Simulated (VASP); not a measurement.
**From VASP inputs to Ansatz: GaN (zincblende)**

INCAR

```
METAGGA = R2SCAN
ISIF = 2
LCHARG = .FALSE.
NELM = 120
PREC = Accurate
LASPH = .TRUE.
ENCUT = 520
LREAL = .FALSE.
ALGO = Normal
NSW = 0
IBRION = -1
EDIFF = 1E-7
LWAVE = .FALSE.
SIGMA = 0.01
NBANDS = 16
ISMEAR = 0
```

KPOINTS

```
KPOINTS created by Atomic Simulation Environment
0
Gamma
10 10 10
0 0 0
```

KPOINTS_OPT

```
special points
6
Reciprocal
0.0000000000 0.0000000000 0.0000000000 1
0.5000000000 0.0000000000 0.5000000000 1
0.5000000000 0.2500000000 0.7500000000 1
0.3750000000 0.3750000000 0.7500000000 1
0.5000000000 0.5000000000 0.5000000000 1
0.6250000000 0.2500000000 0.6250000000 1
```

POSCAR

```
Ga N
 1.0000000000000000
     0.0000000000000000    2.2489525470600347    2.2489525470600347
     2.2489525470600347    0.0000000000000000    2.2489525470600347
     2.2489525470600347    2.2489525470600347    0.0000000000000000
 Ga  N
   1   1
Cartesian
  0.0000000000000000 -0.0000000000000000 -0.0000000000000000
  1.1244762735300171  1.1244762735300171  1.1244762735300171
```

VASP ran with the recommended PBE PAW datasets (18 valence electrons in the cell).

Question: Translate these files to an Ansatz input.

Answer: 

```yaml
crystal:
  lattice:
    - [0.0, 2.2489525471, 2.2489525471]
    - [2.2489525471, 0.0, 2.2489525471]
    - [2.2489525471, 2.2489525471, 0.0]
  atoms:
    - { symbol: Ga, position: [0.0, 0.0, 0.0] }
    - { symbol: "N", position: [0.25, 0.25, 0.25] }
kpoints:
  mp_grid: { grid: [10, 10, 10] }
  band_path:
    path:
      - [0.0, 0.0, 0.0]
      - [0.5, 0.0, 0.5]
      - [0.5, 0.25, 0.75]
      - [0.375, 0.375, 0.75]
      - [0.5, 0.5, 0.5]
      - [0.625, 0.25, 0.625]
    npoints: 1
hamiltonian:
  xc: r2scan
scf:
  occupations: { method: fixed }
  n_extra_bands: 4
output:
  forces: true
  stress: true
  eigenvalues: true
```

Other inputs would serve too.

```
                              VASP   Ansatz
gap between bands v and c  2.16 eV  2.17 eV
         least direct gap  2.16 eV  2.17 eV
                 pressure  1.2 GPa  0.0 GPa
```

Datasets and cutoffs are each program's own. VASP's cell holds 18 valence electrons and Ansatz's 18. Ansatz's stress includes a Pulay correction; VASP's doesn't.
